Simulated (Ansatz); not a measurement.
# In₃Se: a line through a two-coordinate scan, part 2 of 2

How does the energy of In3Se (Pm-3m, No. 221; 4 atoms in the cell) vary with volume per atom, at c/a of the conventional cell = 0.961?

Ansatz 0.2.0; DFT PBEsol+D3(BJ), scalar-relativistic, plane waves, PAW.

## (9) Point (25.10 Å³, 0.961)

input.yaml

```yaml
crystal:
  lattice:
    - [4.710550987, 0.0, 0.0]
    - [0.0, 4.710550987, 0.0]
    - [0.0, 0.0, 4.5254263332]
  atoms:
    - { symbol: In, position: [0.0, 0.5, 0.5] }
    - { symbol: In, position: [0.5, 0.0, 0.5] }
    - { symbol: In, position: [0.5, 0.5, 0.0] }
    - { symbol: Se, position: [0.0, 0.0, 0.0] }
basis:
  ecutwfc: 420
kpoints:
  mp_grid: { grid: [10, 10, 10] }
hamiltonian:
  xc: pbesol
  pseudopotentials: { kind: paw, azcp: { folder: soft_1 } }
  dispersion: d3bj
scf:
  occupations: { method: gaussian, width: 0.15 }
output:
  forces: true
  stress: true
  eigenvalues: true
  write_density: true
  write_potential: true
  elf: true
  volumetric_format: npy
```

Launch:

```
$ ansatz run input.yaml --threads 2 --pin off --max-ram 4096MiB --backend cpu --events-out ev --progress --plain --runs-dir out
```

What it wrote:

```text
[... 36 lines left out ...]
SCF 1 converged in 9 iterations: F = -22002.490087 eV  dr2 = 1.33e-8
SCF converged after 9 iterations
Free energy (F): -22002.490087 eV
Harris-Foulkes:  -22002.490087 eV  (|F-HF|=3.07e-9)
Internal energy: -22002.473145 eV  (E = F + TS)
E sigma→0 (E₀):  -22002.481616 eV
Entropy (-TS):   -0.016942 eV (-4.236 meV/atom)
Fermi energy:    10.051637 eV
--- Per-component energies (eV) ---
  E_band       = -431.663087
  E_kinetic    = 758.787957
  E_local      = -5538.099351  (includes V_loc(G=0)·N_el)
  E_nonlocal   = 632.275910
  E_hartree    = 2540.630672
  E_xc         = -513.528989
  E_vxc        = -363.256731  (∫ρ·V_xc dr)
  E_paw        = -14488.497244  (= ΣΔE_a)
  E_vpaw       = -1002.629966  (= ΣTr[D̂ρ^β])
  E_aug_tail   = 0.000003  (compensation charges beyond the density's cutoff)
  E_ewald      = -5394.336744
  E_disp       = -1.421522  (pairwise vdW)
  E_core_change = 1.716162  (= ΣΔE_core)
  E_smearing   = -0.016942  (= −TS)
  E_closure    = 0.000000  (closes the sum)
  Σ components = -22002.490087   (vs F -22002.490087, Δ=0.00e0)
--- Forces (eV/Å), atoms counted from 1 ---
  atom   1  In     0.00000000     0.00000000     0.00000000
  atom   2  In     0.00000000     0.00000000     0.00000000
  atom   3  In     0.00000000    -0.00000000     0.00000000
  atom   4  Se    -0.00000000     0.00000000     0.00000000
  max |Σ_I F_I| component: 9.19e-29 eV/Å
--- Stress (GPa, compression-positive) ---
       -1.810904       0.000000       0.000000
        0.000000      -1.810904       0.000000
        0.000000       0.000000      -1.759028
  P = ⅓ Tr σ = -1.7936 GPa (-17.936 kbar)
--- Band table (eV; the first three rows and the last of 126) ---
  k-point 0: bands = ["-37.7222", "-37.7221", "-37.7194", "-37.7194", "-37.7182", "-4.7458", "-4.7202", "-4.7202", "-4.6838", "-4.5730", "-4.5373", "-4.3829", "-4.3740", "-4.3740", "-4.2867", "-4.2720", "-4.2118", "-4.1661", "-4.1403", "-4.1403", "-3.1103", "2.6978", "6.3172", "6.3172", "6.6054", "7.7762", "8.2653", "11.2192", "11.2192", "11.3759", "14.4937", "14.4937", "14.5879"]
  k-point 1: bands = ["-37.7222", "-37.7221", "-37.7194", "-37.7194", "-37.7182", "-4.7326", "-4.7084", "-4.7084", "-4.6807", "-4.5647", "-4.5353", "-4.3860", "-4.3756", "-4.3756", "-4.2862", "-4.2793", "-4.2183", "-4.1661", "-4.1561", "-4.1561", "-3.0871", "2.6588", "6.2072", "6.3883", "6.3883", "7.8288", "8.7362", "11.1677", "11.1677", "11.2665", "14.0297", "14.1684", "14.1684"]
  k-point 2: bands = ["-37.7222", "-37.7221", "-37.7194", "-37.7194", "-37.7182", "-4.6948", "-4.6735", "-4.6735", "-4.6725", "-4.5410", "-4.5299", "-4.3942", "-4.3799", "-4.3799", "-4.3023", "-4.2851", "-4.2369", "-4.2008", "-4.2008", "-4.1661", "-3.0230", "2.5396", "5.6240", "6.5918", "6.5918", "7.9816", "9.2855", "10.9503", "10.9503", "11.3732", "13.0373", "13.7297", "13.7297"]
  k-point 125: bands = ["-37.7222", "-37.7221", "-37.7194", "-37.7194", "-37.7181", "-4.7761", "-4.6112", "-4.6112", "-4.5827", "-4.5763", "-4.5297", "-4.5297", "-4.3538", "-4.3316", "-4.3302", "-4.3241", "-4.3241", "-4.2001", "-4.2001", "-4.1847", "-2.2527", "5.3569", "5.4141", "5.4141", "5.6729", "5.6729", "5.6735", "6.5095", "13.2313", "13.2313", "13.7436", "18.3842", "18.5593"]
```

Run time: 6.9 s. Hardware: 2 threads of Intel Xeon 6975P-C (Granite Rapids), shared host; peak memory 0.63 GiB.

Density in a lattice plane of the grid's cell (edges 4.71 and 4.53 Å, at 0.000 of the third edge), which holds In and Se.

Ten even steps from '0' (0.03 e/Å³) to '9' (64.56 e/Å³):
```
531000000000000000000013
100000000000000000000000
000000000000000000000000
000000000000000000000000
000000000000000000000000
000000000000000000000000
000000000000000000000000
000000000000000000000000
000000000001110000000000
000000000001110000000000
000000000001110000000000
000000000000000000000000
000000000000000000000000
000000000000000000000000
000000000000000000000000
000000000000000000000000
000000000000000000000000
100000000000000000000000
531000000000000000000013
961000000000000000000016
```
Columns run along the first of these edges and rows up along the second, over one cell in 24 and 20 even steps from the bottom left corner. Atoms in the plane (fractional): In at (0.50, 0.50), Se at (0.00, 0.00).

ELF in the same plane.

Values, 12 rows by 12 columns:
```
0.35 0.61 0.78 0.65 0.26 0.10 0.08 0.10 0.26 0.65 0.78 0.61
0.76 0.78 0.73 0.45 0.18 0.17 0.19 0.17 0.18 0.45 0.73 0.78
0.72 0.68 0.48 0.23 0.20 0.24 0.26 0.24 0.20 0.23 0.48 0.68
0.39 0.33 0.20 0.20 0.25 0.28 0.24 0.28 0.25 0.20 0.20 0.33
0.11 0.10 0.15 0.23 0.30 0.11 0.03 0.11 0.30 0.23 0.15 0.10
0.05 0.07 0.15 0.24 0.28 0.03 0.03 0.03 0.28 0.24 0.15 0.07
0.11 0.10 0.15 0.23 0.30 0.11 0.03 0.11 0.30 0.23 0.15 0.10
0.39 0.33 0.20 0.20 0.25 0.28 0.24 0.28 0.25 0.20 0.20 0.33
0.72 0.68 0.48 0.23 0.20 0.24 0.26 0.24 0.20 0.23 0.48 0.68
0.76 0.78 0.73 0.45 0.18 0.17 0.19 0.17 0.18 0.45 0.73 0.78
0.35 0.61 0.78 0.65 0.26 0.10 0.08 0.10 0.26 0.65 0.78 0.61
0.08 0.37 0.77 0.70 0.31 0.09 0.05 0.09 0.31 0.70 0.77 0.37
```
Columns run along the first of these edges and rows up along the second, over one cell in 12 and 12 even steps from the bottom left corner. Atoms in the plane (fractional): In at (0.50, 0.50), Se at (0.00, 0.00).

Both are smooth fields of the valence electrons: close to the nuclei they are not physical.

Maxima of ELF outside the ion cores: 0.78 in the shell around Se, 0.9 Å from Se.

On the map this point reads 5.6 meV/atom.

## (10) Grid point (25.59 Å³, 0.961)

Changes to input.yaml since step 9:

```diff
@@ -2,5 +2,5 @@
   lattice:
-    - [4.710550987, 0.0, 0.0]
-    - [0.0, 4.710550987, 0.0]
-    - [0.0, 0.0, 4.5254263332]
+    - [4.7405695572, 0.0, 0.0]
+    - [0.0, 4.7405695572, 0.0]
+    - [0.0, 0.0, 4.5542651736]
   atoms:
@@ -24,5 +24 @@
   eigenvalues: true
-  write_density: true
-  write_potential: true
-  elf: true
-  volumetric_format: npy
```

Launch:

```
$ ansatz run input.yaml --threads 2 --pin off --max-ram 4096MiB --backend cpu --events-out ev --progress --plain --runs-dir out
```

What it wrote (excerpt; [...] marks lines left out):

```text
Warning: <dir> the record states the generating functional pbe (its physics header spells it `PBE`), which answers neither for hamiltonian.xc's functional nor for the pbesol family's — results may be inconsistent (PPs are generated against a specific XC)
[...]
Warning: RAYON_NUM_THREADS=2 ignored (pool sized by the plan → 2); use --threads N
[...]
[... 4 set-up lines as earlier in the session ...]
[...]
Crystal: 4 atoms, lattice volume = 102.348 Å³
Basis set: ecut = 420 eV, 2007 PW (Γ), exchange–correlation on 64×64×64 points (8 copies of the dense FFT grid, shifted against one another)
Bands: 33, of which v1, the nominal top of the filled ones, is band 28 counted from 1 (27 counted from 0)
[... 1 set-up line as earlier in the session ...]
Space group: P4/mmm (ITA 123), of the structure as read, at distance tolerance 4.7e-5 Å
k-points: 126 of 1000
[...]
SCF iter   1: F=—  HF=-22003.844078 eV  |F-HF|=—  |Δ(HF+E_count)|=         —  Δρ=4.38e-2  dr2=5.64e0  ethr=3.10e-3  ⟨swp⟩=6.9  Hψ=16859  notcnv=0
[...]
SCF iter   9: F=-22002.463866 eV  HF=-22002.463866 eV  |F-HF|=3.62e-9  |Δ(HF+E_count)|=   5.06e-8  Δρ=2.89e-6  dr2=1.37e-8  ethr=1.82e-10  ⟨swp⟩=8.7  Hψ=19480  notcnv=0
[...]
SCF converged after 9 iterations
Free energy (F): -22002.463866 eV
[...]
E sigma→0 (E₀):  -22002.455404 eV
Entropy (-TS):   -0.016924 eV (-4.231 meV/atom)
Fermi energy:    9.776969 eV
[...]
--- Forces (eV/Å), atoms counted from 1 ---
  atom   1  In     0.00000000    -0.00000000     0.00000000
  atom   2  In     0.00000000     0.00000000     0.00000000
  atom   3  In    -0.00000000    -0.00000000     0.00000000
  atom   4  Se     0.00000000     0.00000000     0.00000000
[...]
--- Stress (GPa, compression-positive) ---
       -2.561533       0.000000       0.000000
        0.000000      -2.561533       0.000000
        0.000000       0.000000      -2.500281
  P = ⅓ Tr σ = -2.5411 GPa (-25.411 kbar)
--- Band table (eV; the first three rows and the last of 126) ---
[...]
```

Wall time 6.3 s (2 threads of Intel Xeon 6975P-C (Granite Rapids), shared host); peak memory 0.63 GiB.

Energy on the map's scale: 12.2 meV/atom.

## (11) Point (26.07 Å³, 0.961)

Changes to input.yaml since step 10:

```diff
@@ -2,5 +2,5 @@
   lattice:
-    - [4.7405695572, 0.0, 0.0]
-    - [0.0, 4.7405695572, 0.0]
-    - [0.0, 0.0, 4.5542651736]
+    - [4.7702126958, 0.0, 0.0]
+    - [0.0, 4.7702126958, 0.0]
+    - [0.0, 0.0, 4.5827433368]
   atoms:
```

Launch:

```
$ ansatz run input.yaml --threads 2 --pin off --max-ram 4096MiB --backend cpu --events-out ev --progress --plain --runs-dir out
```

What it wrote (excerpt; [...] marks lines left out):

```text
[...]
SCF converged after 9 iterations
Free energy (F): -22002.429144 eV
[...]
E sigma→0 (E₀):  -22002.420680 eV
Entropy (-TS):   -0.016928 eV (-4.232 meV/atom)
Fermi energy:    9.512824 eV
[...]
--- Forces (eV/Å), atoms counted from 1 ---
  atom   1  In     0.00000000    -0.00000000     0.00000000
  atom   2  In     0.00000000     0.00000000     0.00000000
  atom   3  In     0.00000000     0.00000000     0.00000000
  atom   4  Se    -0.00000000     0.00000000     0.00000000
[...]
--- Stress (GPa, compression-positive) ---
       -3.229339       0.000000       0.000000
        0.000000      -3.229339       0.000000
        0.000000       0.000000      -3.155460
  P = ⅓ Tr σ = -3.2047 GPa (-32.047 kbar)
--- Band table (eV; the first three rows and the last of 126) ---
[...]
```

Wall time 6.2 s (2 threads of Intel Xeon 6975P-C (Granite Rapids), shared host); peak memory 0.62 GiB.

Energy on the map's scale: 20.9 meV/atom.

## (12) Results

This closing draws on all 2 parts.

| volume per atom (Å³) | step | energy (meV/atom) | slope (meV/atom per Å³) | pressure (GPa) |
| --- | --- | --- | --- | --- |
| 22.21 | 3 | 28.4 | −32.0 | 5.1 |
| 22.69 | 4 | 15.3 | −22.5 | 3.6 |
| 23.17 | 6 | 6.5 | −14.1 | 2.3 |
| 23.66 | – | 1.6 | −6.6 | 1.1 |
| 24.14 | 7 | 0.0 | 0.0 | 0.0 |
| 24.62 | 8 | 1.5 | 5.9 | −1.0 |
| 25.10 | 9 | 5.6 | 11.2 | −1.8 |
| 25.59 | 10 | 12.2 | 15.9 | −2.5 |
| 26.07 | 11 | 20.9 | 20.0 | −3.2 |

Energies count from the relaxed crystal. Rows without a step come from runs not printed here or follow by symmetry. Slopes come from the forces (and the stress, where the cell changes), not from differences of energies.

| run | outcome |
| --- | --- |
| step 5, run with ecutwfc 400 eV (against step 4) | +0.2 meV/atom |

In words: Of the points computed the energy is lowest at 24.14 Å³, 0.0 meV/atom from the zero. A fit to energies and slopes at the lowest point and its two neighbours puts the minimum at 24.136 Å³, with a curvature of about 13 meV/atom per (Å³)². V·d²E/dV² there is about 50 GPa, a bulk modulus under this line's constraint. The highest point computed, at 22.21 Å³, lies 28.4 meV/atom above the lowest. This is one cut through a surface in two coordinates; the map's lowest point lies off it. Spin polarisation is off in the runs that give these values; a magnetic solution could lie lower.
